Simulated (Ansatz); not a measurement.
**Charge transition levels of the Ca on the S site in CaS, term by term**

Computed with DFT PBE, scalar-relativistic, plane waves, PAW in Ansatz. (420 eV cutoff, 2×2×2 k-mesh, shifted by half a step, Gaussian smearing of 0.01 eV, collinear spin in charge -1 alone)

Host crystal, relaxed:

```cif
data_structure
_symmetry_space_group_name_H-M 'P 1'
_symmetry_Int_Tables_number 1
_cell_length_a 4.0389
_cell_length_b 4.0389
_cell_length_c 4.0389
_cell_angle_alpha 60.000
_cell_angle_beta 60.000
_cell_angle_gamma 60.000
_cell_volume 46.59
loop_
_atom_site_label
_atom_site_type_symbol
_atom_site_fract_x
_atom_site_fract_y
_atom_site_fract_z
_atom_site_occupancy
Ca1 Ca 0.00000 0.00000 0.00000 1
S1 S 0.50000 0.50000 0.50000 1
```

The Ca on the S site was set at (0.500, 0.500, 0.500) of the host cell, in a supercell of 32 sites (745 Å³), relaxed at fixed cell in each charge q. The host's Kohn–Sham gap is 2.38 eV and its static dielectric constant 12.2 (mean). For each charge: the supercell's free energy over the neutral one with q electrons exchanged at the valence band top, F(q) − F(0) + qE_v; the image-charge term; and the term that aligns the potential far from the defect with the host's.

| q | F(q) − F(0) + qE_v (eV) | image charge (eV) | alignment (eV) |
| --- | --- | --- | --- |
| 0 | 0.000 | 0.000 | 0.000 |
| -1 | 2.909 | 0.188 | -0.296 |
| -2 | 5.889 | 0.754 | -0.756 |

Problem. Add the terms and find the levels between neighbouring charges, ε(q/q′) = [A(q′) − A(q)]/(q − q′), with and without the two corrections.

Solution. A(q): 0.000 eV for 0, 2.801 eV for -1, 5.887 eV for -2.
```json
{"level": "(0/-1)", "corrected (eV over E_v)": "2.80", "uncorrected (eV)": "2.91"}
{"level": "(-1/-2)", "corrected (eV over E_v)": "3.09", "uncorrected (eV)": "2.98"}
```

As a check, a point charge in a simple cubic cell of this volume has q²αe²/(2εL) = 0.185 q² eV (e² = 14.40 eV Å, α = 2.837, L = 9.07 Å); the shape of the real cell can change it somewhat. The term grows as q², so it pushes donor levels down and acceptor levels up. The program doubts the alignment for q = -2, so levels beside it are uncertain by about that term.

Problem. Which of these charges is lowest with the Fermi level at the valence band top, at mid-gap and at the conduction band bottom?

Solution. The line A(q) + qE_F that lies lowest gives the charge: 0 at E_F = 0.00 eV, 0 at E_F = 1.19 eV, 0 at E_F = 2.38 eV. (0/-1) and (-1/-2) fall outside this Kohn–Sham gap, so the change of charge isn't reached within it; the real gap is usually wider and may hold a localised level, while a level that comes from a carrier in the host's bands only marks the band edge and moves with it. In charge 0, -2 the cell has partly filled levels, from a carrier spread over the host's bands, a defect level that the small cell broadens into a band, or a degenerate defect level that the symmetric start can't split, so the levels beside it are doubtful. Charges beyond those computed could lie lower near the band edges.

Problem. The neutral defect forms at 9.14 eV with atoms taken from and returned to the elements. What are the formation energies at those three Fermi levels, and what share of sites would hold the defect at 1200 K with E_F at mid-gap, if the host still stood at that temperature?

Solution. E_f = E_f(0) + A(q) + qE_F = 9.14, 9.14, 9.14 eV. In the dilute limit the share is exp(−E_f/k_BT) = exp(−9.137/0.1034) = 4.2×10⁻³⁹, leaving out degeneracy and vibrational entropy. Both elements stand at their elemental potentials, a limit that the host or competing compounds often put out of reach. The small cell and the narrow Kohn–Sham gap leave errors of tenths of an eV or more, which change the share by orders of magnitude.